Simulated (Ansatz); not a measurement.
# Pt: response to a stretch of c alone

A series on Pt: a stretch of c alone, -3 to +3 %; the rest of the cell is held and the atoms relax. Wanted: energy, stress and any gap along the series.

The COD entry's cell or inner coordinates are ideal or old and differ from later refinements, so a difference from it is no clean test against experiment.

Program: Ansatz 0.2.0. Level of theory: DFT r2SCAN, scalar-relativistic, plane waves, PAW. These are calculated values, not measurements.

2 further runs of the same task are left out: 2 set aside as unsound or not needed.

### Step 1. The starting structure

It takes space group Fm-3m (No. 225, cubic). Conventional cell: a = 3.940 Å, b = 3.940 Å, c = 3.940 Å, α = 90.00°, β = 90.00°, γ = 90.00°. Pt (site symmetry m-3m) is surrounded by 12 Pt at 2.79 Å.

Coordinates:

```
Pt
1.0
     1.97011    1.97011    0.00000
    -1.97011    1.97011    0.00000
     0.00000    0.00000    3.94022
Pt
2
Direct
  0.00000 0.00000 0.00000
  0.50000 0.50000 0.50000
```

The unstrained cell comes from an earlier run at this level (2 atoms, E(σ→0) -25073.5724 eV, gap none (metal)).

### Step 2. Strain -1.0 %

Contents of input.yaml:

```yaml
crystal:
  lattice:
    - [1.9701103813, 1.9701103813, 0.0]
    - [-1.9701103813, 1.9701103813, 0.0]
    - [0.0, 0.0, 3.900818555]
  atoms:
    - { symbol: Pt, position: [0.0, 0.0, 0.0] }
    - { symbol: Pt, position: [0.5, 0.5, 0.5] }
basis:
  ecutwfc: 500
kpoints:
  mp_grid: { grid: [18, 18, 14] }
hamiltonian:
  xc: r2scan
scf:
  occupations: { method: gaussian, width: 0.1 }
output:
  forces: true
  stress: true
  eigenvalues: true
```

Command:

```bash
$ ansatz run input.yaml --threads 1 --pin off --max-ram 2560MiB --backend cpu --events-out ev --progress --plain --runs-dir out
```

Log, shortened:

```text
Warning: RAYON_NUM_THREADS=1 ignored (pool sized by the plan → 1); use --threads N
[...]
Pseudopotentials: kind: paw
Pseudopotential: Pt, paw, valence charge 18, recommended cutoff 500 eV (meta_gga), Pt.paw.azcp
Functional definition: r2SCAN
[...]
Crystal: 2 atoms, lattice volume = 30.281 Å³
Basis set: ecut = 500 eV, 767 PW (Γ), exchange–correlation on 96×96×120 points (64 copies of the dense FFT grid, shifted against one another)
Bands: 22, of which v1, the nominal top of the filled ones, is band 18 counted from 1 (17 counted from 0)
Symmetry: 32 space group operations
Space group: I4/mmm (ITA 139), of the structure as read, at distance tolerance 3.1e-5 Å
k-points: 440 of 4536
[...]
SCF iter   1: F=—  HF=-25073.568311 eV  |F-HF|=—  |Δ(HF+E_count)|=         —  Δρ=1.37e-2  dr2=4.27e-2  dr2_τ=2.31e-2  ethr=1.77e-3  ⟨swp⟩=5.1  Hψ=39913  notcnv=0
[...]
SCF iter   7: F=-25073.578623 eV  HF=-25073.578623 eV  |F-HF|=4.18e-9  |Δ(HF+E_count)|=   5.48e-8  Δρ=8.72e-6  dr2=1.86e-8  dr2_τ=5.70e-10  ethr=2.78e-10  ⟨swp⟩=4.6  Hψ=34531  notcnv=0
[...]
SCF converged after 7 iterations
Free energy (F): -25073.578623 eV
[...]
E sigma→0 (E₀):  -25073.569350 eV
Entropy (-TS):   -0.018545 eV (-9.273 meV/atom)
Fermi energy:    23.004499 eV
[...]
--- Forces (eV/Å), atoms counted from 1 ---
  atom   1  Pt    -0.00000000    -0.00000000     0.00000000
  atom   2  Pt    -0.00000000    -0.00000000     0.00000000
[...]
--- Stress (GPa, compression-positive) ---
        2.477729       0.000000       0.000000
        0.000000       2.477729       0.000000
        0.000000       0.000000       3.343866
  P = ⅓ Tr σ = 2.7664 GPa (27.664 kbar)
--- Band table (eV; the first three rows and the last of 440) ---
  k-point 0: bands = ["-77.5334", "-77.4827", "-31.3885", "-31.1054", "-31.1054", "-30.9095", "-30.9095", "-30.9089", "12.5809", "15.7650", "16.1854", "19.0731", "19.0731", "19.1918", "21.1944", "21.3310", "22.9470", "23.5373", "23.5373", "25.1183", "32.5272", "34.8880"]
[...]
```

It took 35 s on 1 thread of Arm Neoverse V1, shared host; peak memory 0.59 GiB.

The cell is held at each strain. Atoms start from the nearest strain of the same sign that is done. Symmetry fixes all atoms here, so a single point is enough.

### Step 3. The cell strained by +1.0 %

Changes to input.yaml since step 2:

```diff
@@ -4,3 +4,3 @@
     - [-1.9701103813, 1.9701103813, 0.0]
-    - [0.0, 0.0, 3.900818555]
+    - [0.0, 0.0, 3.9796229703]
   atoms:
```

Command:

```bash
$ ansatz run input.yaml --threads 1 --pin off --max-ram 2560MiB --backend cpu --events-out ev --progress --plain --runs-dir out
```

Log, shortened:

```text
Warning: RAYON_NUM_THREADS=1 ignored (pool sized by the plan → 1); use --threads N
[...]
[... 3 set-up lines as earlier in the session ...]
[...]
Crystal: 2 atoms, lattice volume = 30.892 Å³
Basis set: ecut = 500 eV, 783 PW (Γ), exchange–correlation on 96×96×120 points (64 copies of the dense FFT grid, shifted against one another)
Bands: 22, of which v1, the nominal top of the filled ones, is band 18 counted from 1 (17 counted from 0)
[... 2 set-up lines as earlier in the session ...]
k-points: 440 of 4536
[...]
SCF iter   1: F=—  HF=-25073.569078 eV  |F-HF|=—  |Δ(HF+E_count)|=         —  Δρ=1.38e-2  dr2=4.51e-2  dr2_τ=2.16e-2  ethr=1.77e-3  ⟨swp⟩=5.1  Hψ=39503  notcnv=0
[...]
SCF iter   7: F=-25073.578725 eV  HF=-25073.578725 eV  |F-HF|=3.27e-9  |Δ(HF+E_count)|=   6.24e-8  Δρ=8.75e-6  dr2=1.99e-8  dr2_τ=5.59e-10  ethr=2.78e-10  ⟨swp⟩=4.6  Hψ=34447  notcnv=0
[...]
SCF converged after 7 iterations
Free energy (F): -25073.578725 eV
[...]
E sigma→0 (E₀):  -25073.569288 eV
Entropy (-TS):   -0.018874 eV (-9.437 meV/atom)
Fermi energy:    22.393817 eV
[...]
--- Forces (eV/Å), atoms counted from 1 ---
  atom   1  Pt    -0.00000000    -0.00000000     0.00000000
  atom   2  Pt     0.00000000    -0.00000000     0.00000000
[...]
--- Stress (GPa, compression-positive) ---
       -2.408021       0.000000       0.000000
       -0.000000      -2.408021       0.000000
        0.000000       0.000000      -3.159233
  P = ⅓ Tr σ = -2.6584 GPa (-26.584 kbar)
--- Band table (eV; the first three rows and the last of 440) ---
  k-point 0: bands = ["-78.0675", "-78.0238", "-31.8969", "-31.6275", "-31.6275", "-31.4570", "-31.4567", "-31.4567", "12.1979", "15.3593", "15.7886", "18.5488", "18.6648", "18.6648", "20.6384", "20.7701", "22.3383", "22.8915", "22.8915", "24.2814", "31.3323", "34.4550"]
[...]
```

It took 35 s on 1 thread of Arm Neoverse V1, shared host; peak memory 0.59 GiB.

### Step 4. At -2.0 %

Changes to input.yaml since step 3:

```diff
@@ -4,3 +4,3 @@
     - [-1.9701103813, 1.9701103813, 0.0]
-    - [0.0, 0.0, 3.9796229703]
+    - [0.0, 0.0, 3.8614163474]
   atoms:
```

Command:

```bash
$ ansatz run input.yaml --threads 1 --pin off --max-ram 2560MiB --backend cpu --events-out ev --progress --plain --runs-dir out
```

Log, shortened:

```text
Warning: RAYON_NUM_THREADS=1 ignored (pool sized by the plan → 1); use --threads N
[...]
[... 3 set-up lines as earlier in the session ...]
[...]
Crystal: 2 atoms, lattice volume = 29.975 Å³
Basis set: ecut = 500 eV, 751 PW (Γ), exchange–correlation on 96×96×120 points (64 copies of the dense FFT grid, shifted against one another)
Bands: 22, of which v1, the nominal top of the filled ones, is band 18 counted from 1 (17 counted from 0)
[... 2 set-up lines as earlier in the session ...]
k-points: 440 of 4536
[...]
SCF iter   1: F=—  HF=-25073.558121 eV  |F-HF|=—  |Δ(HF+E_count)|=         —  Δρ=1.36e-2  dr2=4.16e-2  dr2_τ=2.40e-2  ethr=1.77e-3  ⟨swp⟩=5.2  Hψ=39965  notcnv=0
[...]
SCF iter   7: F=-25073.568865 eV  HF=-25073.568865 eV  |F-HF|=5.07e-9  |Δ(HF+E_count)|=   5.43e-8  Δρ=8.73e-6  dr2=1.78e-8  dr2_τ=5.83e-10  ethr=2.78e-10  ⟨swp⟩=4.6  Hψ=35028  notcnv=0
[...]
SCF converged after 7 iterations
Free energy (F): -25073.568865 eV
[...]
E sigma→0 (E₀):  -25073.559843 eV
Entropy (-TS):   -0.018044 eV (-9.022 meV/atom)
Fermi energy:    23.317684 eV
[...]
--- Forces (eV/Å), atoms counted from 1 ---
  atom   1  Pt    -0.00000000    -0.00000000     0.00000000
  atom   2  Pt     0.00000000    -0.00000000    -0.00000000
[...]
--- Stress (GPa, compression-positive) ---
        5.215029      -0.000000       0.000000
        0.000000       5.215029       0.000000
        0.000000       0.000000       6.919920
  P = ⅓ Tr σ = 5.7833 GPa (57.833 kbar)
--- Band table (eV; the first three rows and the last of 440) ---
  k-point 0: bands = ["-77.2575", "-77.2029", "-31.1259", "-30.8364", "-30.8364", "-30.6266", "-30.6266", "-30.6256", "12.7792", "15.9728", "16.3881", "19.2850", "19.2850", "19.5250", "21.4105", "21.6867", "23.2626", "23.8697", "23.8697", "25.5559", "33.1471", "35.1126"]
[...]
```

Run time: 35 s. Hardware: 1 thread of Arm Neoverse V1, shared host; peak memory 0.59 GiB.

### Step 5. At +2.0 %

Changes to input.yaml since step 4:

```diff
@@ -4,3 +4,3 @@
     - [-1.9701103813, 1.9701103813, 0.0]
-    - [0.0, 0.0, 3.8614163474]
+    - [0.0, 0.0, 4.0190251779]
   atoms:
```

Command:

```bash
$ ansatz run input.yaml --threads 1 --pin off --max-ram 2560MiB --backend cpu --events-out ev --progress --plain --runs-dir out
```

Log, shortened:

```text
Warning: RAYON_NUM_THREADS=1 ignored (pool sized by the plan → 1); use --threads N
[...]
[... 3 set-up lines as earlier in the session ...]
[...]
Crystal: 2 atoms, lattice volume = 31.198 Å³
Basis set: ecut = 500 eV, 799 PW (Γ), exchange–correlation on 96×96×120 points (64 copies of the dense FFT grid, shifted against one another)
Bands: 22, of which v1, the nominal top of the filled ones, is band 18 counted from 1 (17 counted from 0)
[... 2 set-up lines as earlier in the session ...]
k-points: 440 of 4536
[...]
SCF iter   1: F=—  HF=-25073.560508 eV  |F-HF|=—  |Δ(HF+E_count)|=         —  Δρ=1.39e-2  dr2=4.66e-2  dr2_τ=2.10e-2  ethr=1.77e-3  ⟨swp⟩=5.1  Hψ=39221  notcnv=0
[...]
SCF iter   7: F=-25073.569826 eV  HF=-25073.569826 eV  |F-HF|=2.96e-9  |Δ(HF+E_count)|=   6.72e-8  Δρ=8.81e-6  dr2=2.08e-8  dr2_τ=5.68e-10  ethr=2.78e-10  ⟨swp⟩=4.6  Hψ=34337  notcnv=0
[...]
SCF converged after 7 iterations
Free energy (F): -25073.569826 eV
[...]
E sigma→0 (E₀):  -25073.560465 eV
Entropy (-TS):   -0.018721 eV (-9.361 meV/atom)
Fermi energy:    22.096152 eV
[...]
--- Forces (eV/Å), atoms counted from 1 ---
  atom   1  Pt     0.00000000    -0.00000000     0.00000000
  atom   2  Pt    -0.00000000    -0.00000000     0.00000000
[...]
--- Stress (GPa, compression-positive) ---
       -4.563402      -0.000000       0.000000
        0.000000      -4.563402       0.000000
        0.000000       0.000000      -6.136185
  P = ⅓ Tr σ = -5.0877 GPa (-50.877 kbar)
--- Band table (eV; the first three rows and the last of 440) ---
  k-point 0: bands = ["-78.3260", "-78.2854", "-32.1434", "-31.8806", "-31.8806", "-31.7224", "-31.7212", "-31.7212", "12.0129", "15.1609", "15.5947", "18.2386", "18.4678", "18.4678", "20.3014", "20.5621", "22.0451", "22.5778", "22.5778", "23.8811", "30.7566", "34.2463"]
[...]
```

It took 35 s on 1 thread of Arm Neoverse V1, shared host; peak memory 0.6 GiB.

### Step 6. At -3.0 %

Changes to input.yaml since step 5:

```diff
@@ -4,3 +4,3 @@
     - [-1.9701103813, 1.9701103813, 0.0]
-    - [0.0, 0.0, 4.0190251779]
+    - [0.0, 0.0, 3.8220141397]
   atoms:
```

Command:

```bash
$ ansatz run input.yaml --threads 1 --pin off --max-ram 2560MiB --backend cpu --events-out ev --progress --plain --runs-dir out
```

Log, shortened:

```text
Warning: RAYON_NUM_THREADS=1 ignored (pool sized by the plan → 1); use --threads N
[...]
[... 3 set-up lines as earlier in the session ...]
[...]
Crystal: 2 atoms, lattice volume = 29.669 Å³
Basis set: ecut = 500 eV, 749 PW (Γ), exchange–correlation on 96×96×120 points (64 copies of the dense FFT grid, shifted against one another)
Bands: 22, of which v1, the nominal top of the filled ones, is band 18 counted from 1 (17 counted from 0)
[... 2 set-up lines as earlier in the session ...]
k-points: 440 of 4536
[...]
SCF iter   1: F=—  HF=-25073.540884 eV  |F-HF|=—  |Δ(HF+E_count)|=         —  Δρ=1.35e-2  dr2=4.07e-2  dr2_τ=2.51e-2  ethr=1.77e-3  ⟨swp⟩=5.2  Hψ=40103  notcnv=0
[...]
SCF iter   7: F=-25073.552042 eV  HF=-25073.552042 eV  |F-HF|=6.04e-9  |Δ(HF+E_count)|=   5.46e-8  Δρ=8.53e-6  dr2=1.61e-8  dr2_τ=5.71e-10  ethr=2.78e-10  ⟨swp⟩=4.7  Hψ=35262  notcnv=0
the search or the solves at the SCF's close seem to have found levels that the self-consistency loop had missed (the run counts 1). By its estimate they hold under 1e-12 electrons; where the run keeps them, the occupations were computed again with them
[...]
SCF converged after 7 iterations
Free energy (F): -25073.552042 eV
[...]
E sigma→0 (E₀):  -25073.543322 eV
Entropy (-TS):   -0.017439 eV (-8.719 meV/atom)
Fermi energy:    23.636402 eV
[...]
--- Forces (eV/Å), atoms counted from 1 ---
  atom   1  Pt     0.00000000     0.00000000     0.00000000
  atom   2  Pt    -0.00000000     0.00000000    -0.00000000
[...]
--- Stress (GPa, compression-positive) ---
        8.157305      -0.000000       0.000000
       -0.000000       8.157305       0.000000
        0.000000       0.000000      10.747732
  P = ⅓ Tr σ = 9.0208 GPa (90.208 kbar)
--- Band table (eV; the first three rows and the last of 440) ---
[... band rows left out ...]
[...]
```

Run time: 40 s. Hardware: 1 thread of Arm Neoverse V1, shared host; peak memory 0.59 GiB.

### Step 7. At +3.0 %

Changes to input.yaml since step 6:

```diff
@@ -4,3 +4,3 @@
     - [-1.9701103813, 1.9701103813, 0.0]
-    - [0.0, 0.0, 3.8220141397]
+    - [0.0, 0.0, 4.0584273855]
   atoms:
@@ -20 +20,5 @@
   eigenvalues: true
+  write_density: true
+  write_potential: true
+  elf: true
+  volumetric_format: npy
```

Command:

```bash
$ ansatz run input.yaml --threads 1 --pin off --max-ram 2560MiB --backend cpu --events-out ev --progress --plain --runs-dir out
```

Log:

```text
Warning: RAYON_NUM_THREADS=1 ignored (pool sized by the plan → 1); use --threads N
Engine: ansatz 0.2.0, aarch64-unknown-linux-gnu
[... 3 set-up lines as earlier in the session ...]
  parameter k0 = 0.174
  parameter k1 = 0.065
  parameter a1 = 4.9479
  exchange = r2scan_x(k0 = k0, k1 = k1, a1 = a1)
  correlation = r2scan_c
Crystal: 2 atoms, lattice volume = 31.504 Å³
Basis set: ecut = 500 eV, 799 PW (Γ), exchange–correlation on 96×96×120 points (64 copies of the dense FFT grid, shifted against one another)
Bands: 22, of which v1, the nominal top of the filled ones, is band 18 counted from 1 (17 counted from 0)
[... 1 set-up line as earlier in the session ...]
Space group: I4/mmm (ITA 139), of the structure as read, at distance tolerance 3.2e-5 Å
k-points: 440 of 4536
Non-local potential: Pt, projectors of the file, l = 0: 3, l = 1: 2, l = 2: 2, l = 3: 1
PAW form: soft (Blöchl's): semilocal exchange-correlation on the pseudo side does not see the compensation charge
PAW frozen core: Pt, regenerated for the run's functional (the file was generated under x = pbe(κ = 0.804, μ = 0.2195149727645171), c = pbe(β = 0.06672455060314922))
PAW one-centre angular grid: Pt, 590 points (default); XC on 160 Gauss nodes
Initial density: superposition of atomic densities (neutral atoms: chi_scale 0, normalization atom), corrected by the library's trained network
Initial wavefunctions: pseudopotential atomic-orbital guess
Functional: x = r2scan, c = r2scan; τ floored in thin density (d = 2e-4 eV/Å³)
SCF iter   1: F=—  HF=-25073.546503 eV  |F-HF|=—  |Δ(HF+E_count)|=         —  Δρ=1.41e-2  dr2=4.81e-2  dr2_τ=2.05e-2  ethr=1.77e-3  ⟨swp⟩=5.1  Hψ=39186  notcnv=0
preconditioner: auto → Kerker (q_TF=auto, 2.790 Å⁻¹)  [metal: Δε(μ)=0.007 eV  Ē_g=9.377 eV  σ=0.100 eV  W_gap=0.04  n_scr=14 (ndim 8)  ℏωp=29.6 eV  f_vac=0.000  D(μ)=3.73/eV (n_scr^D=48)]
SCF iter   2: F=—  HF=-25073.554256 eV  |F-HF|=—  |Δ(HF+E_count)|=   7.75e-3  Δρ=6.48e-3  dr2=8.16e-3  dr2_τ=1.42e-3  ethr=1.34e-4  ⟨swp⟩=2.2  Hψ=17152  notcnv=0
SCF iter   3: F=—  HF=-25073.555062 eV  |F-HF|=—  |Δ(HF+E_count)|=   8.06e-4  Δρ=1.84e-3  dr2=6.18e-4  dr2_τ=2.55e-5  ethr=2.27e-5  ⟨swp⟩=2.0  Hψ=13283  notcnv=0
SCF iter   4: F=—  HF=-25073.555357 eV  |F-HF|=—  |Δ(HF+E_count)|=   2.95e-4  Δρ=4.18e-4  dr2=3.48e-5  dr2_τ=3.16e-6  ethr=1.72e-6  ⟨swp⟩=2.0  Hψ=13929  notcnv=0
SCF iter   5: F=—  HF=-25073.555398 eV  |F-HF|=—  |Δ(HF+E_count)|=   4.04e-5  Δρ=1.24e-4  dr2=4.58e-6  dr2_τ=2.52e-7  ethr=9.67e-8  ⟨swp⟩=2.7  Hψ=18518  notcnv=0
SCF iter   6: F=—  HF=-25073.555401 eV  |F-HF|=—  |Δ(HF+E_count)|=   3.68e-6  Δρ=2.31e-5  dr2=1.35e-7  dr2_τ=3.96e-8  ethr=1.27e-8  ⟨swp⟩=2.0  Hψ=14051  notcnv=0
SCF iter   7: F=-25073.555402 eV  HF=-25073.555402 eV  |F-HF|=2.87e-9  |Δ(HF+E_count)|=   7.55e-8  Δρ=8.76e-6  dr2=2.11e-8  dr2_τ=5.69e-10  ethr=2.78e-10  ⟨swp⟩=7.6  Hψ=58020  notcnv=0
SCF 1 converged in 7 iterations: F = -25073.555402 eV  dr2 = 2.11e-8
SCF converged after 7 iterations
Free energy (F): -25073.555402 eV
Harris-Foulkes:  -25073.555402 eV  (|F-HF|=2.87e-9)
Internal energy: -25073.536872 eV  (E = F + TS)
E sigma→0 (E₀):  -25073.546137 eV
Entropy (-TS):   -0.018529 eV (-9.265 meV/atom)
Fermi energy:    21.803548 eV
--- Per-component energies (eV) ---
  E_band       = -334.037784
  E_kinetic    = 1273.699873
  E_local      = -3046.795317  (includes V_loc(G=0)·N_el)
  E_nonlocal   = 404.164327
  E_hartree    = 1130.405513
  E_xc         = -499.481150
  E_vxc        = -673.960679  (∫ρ·V_xc dr)
  E_paw        = -18959.596353  (= ΣΔE_a)
  E_vpaw       = -595.047105  (= ΣTr[D̂ρ^β])
  E_aug_tail   = 0.000298  (compensation charges beyond the density's cutoff)
  E_vtau       = 43.082385  (kinetic-family band-sum trace: ∫τ·v_τ [+ j·A + Jᵃ·Aᵃ] dr)
  E_ewald      = -5375.471075
  E_core_change = -0.462989  (= ΣΔE_core)
  E_smearing   = -0.018529  (= −TS)
  E_closure    = -0.000000  (closes the sum)
  Σ components = -25073.555402   (vs F -25073.555402, Δ=0.00e0)
--- Forces (eV/Å), atoms counted from 1 ---
  atom   1  Pt     0.00000000    -0.00000000     0.00000000
  atom   2  Pt    -0.00000000    -0.00000000     0.00000000
  max |Σ_I F_I| component: 2.66e-29 eV/Å
--- Stress (GPa, compression-positive) ---
       -6.535594       0.000000       0.000000
        0.000000      -6.535594       0.000000
        0.000000       0.000000      -8.946684
  P = ⅓ Tr σ = -7.3393 GPa (-73.393 kbar)
--- Band table (eV; the first three rows and the last of 440) ---
  k-point 0: bands = ["-78.5789", "-78.5413", "-32.3849", "-32.1285", "-32.1285", "-31.9822", "-31.9799", "-31.9799", "11.8321", "14.9654", "15.4036", "17.9358", "18.2753", "18.2753", "19.9706", "20.3569", "21.7590", "22.2702", "22.2702", "23.4923", "30.1948", "34.0424"]
  k-point 1: bands = ["-78.5785", "-78.5417", "-32.3801", "-32.1266", "-32.1266", "-31.9874", "-31.9817", "-31.9817", "11.8985", "14.9885", "15.4295", "17.8957", "18.3098", "18.3098", "19.9233", "20.3728", "21.7395", "22.1888", "22.1888", "23.1227", "30.6703", "34.1941"]
  k-point 2: bands = ["-78.5771", "-78.5431", "-32.3657", "-32.1212", "-32.1212", "-32.0029", "-31.9873", "-31.9873", "12.0958", "15.0514", "15.5066", "17.7794", "18.4128", "18.4128", "19.7865", "20.4200", "21.6822", "21.9587", "21.9587", "22.2455", "31.8686", "34.6336"]
  k-point 439: bands = ["-78.5366", "-78.5366", "-32.2837", "-32.2837", "-32.2837", "-32.2837", "-32.1390", "-32.1390", "16.2941", "16.2941", "17.4450", "17.4450", "17.4450", "17.4450", "19.8267", "19.8267", "22.4535", "22.4535", "29.3837", "29.3837", "30.2347", "30.2347"]
```

Run time: 45 s. Hardware: 1 thread of Arm Neoverse V1, shared host; peak memory 0.59 GiB.

Density in a lattice plane of the grid's cell (edges 2.79 and 4.06 Å, at 0.000 of the third edge), which holds Pt.

Ten even steps from '0' (0.12 e/Å³) to '9' (11.87 e/Å³):
```
9874210000012478
7653100000001356
4321000000000123
1110000000000011
0000000000000000
0000000000000000
0000000000000000
0000000000000000
0000000000000000
0000000000000000
0000000000000000
0000000000000000
0000000000000000
0000000000000000
0000000000000000
1110000000000011
4321000000000123
7653100000001356
9874210000012478
9975310000013579
```
Columns run along the first of these edges and rows up along the second, over one cell in 16 and 20 even steps from the bottom left corner. Atoms in the plane (fractional): Pt at (0.00, 0.00).

ELF in the same plane.

Ten even steps from '0' (0.10) to '9' (0.68):
```
9998743232347899
9997532222235799
9876422222224678
7654222222222456
4332222222222233
2222222222222222
1111122222221111
0001122222221100
0001122232221100
0000122333221000
0001122232221100
0001122222221100
1111122222221111
2222222222222222
4332222222222233
7654222222222456
9876422222224678
9997532222235799
9998743232347899
9999753232357999
```
Columns run along the first of these edges and rows up along the second, over one cell in 16 and 20 even steps from the bottom left corner. Atoms in the plane (fractional): Pt at (0.00, 0.00).

Both are smooth fields of the valence electrons: close to the nuclei they are not physical.

### Step 8. All strains together

Lengths are those of the vectors of the cell that was run; stresses in GPa:

| strain (%) | ΔE (meV/atom) | a (Å) | b (Å) | c (Å) | σxx | σyy | σzz |
| --- | --- | --- | --- | --- | --- | --- | --- |
| -3.0 | 14.5 | 2.786 | 2.786 | 3.822 | 8.16 | 8.16 | 10.75 |
| -2.0 | 6.3 | 2.786 | 2.786 | 3.861 | 5.22 | 5.22 | 6.92 |
| -1.0 | 1.5 | 2.786 | 2.786 | 3.901 | 2.48 | 2.48 | 3.34 |
| +0.0 | 0.0 | 2.786 | 2.786 | 3.940 | -0.06 | -0.06 | -0.01 |
| +1.0 | 1.5 | 2.786 | 2.786 | 3.980 | -2.41 | -2.41 | -3.16 |
| +2.0 | 5.9 | 2.786 | 2.786 | 4.019 | -4.56 | -4.56 | -6.14 |
| +3.0 | 13.1 | 2.786 | 2.786 | 4.058 | -6.54 | -6.54 | -8.95 |

ΔE is over the unstrained cell. Stress in GPa, positive in compression, on the Cartesian axes of the input. 

### Step 9. What came out

```
                               quantity                    value
                    largest energy cost  14.5 meV/atom at -3.0 %
(1/V) d²E/dε² at zero strain, cubic fit                  322 GPa
```

What this shows: From the curvature follows the elastic constant along c at held a and b: 322 GPa. Compression by 3 % costs 14.5 meV/atom and stretching 13.1. Spin-orbit coupling is left out for Pt.
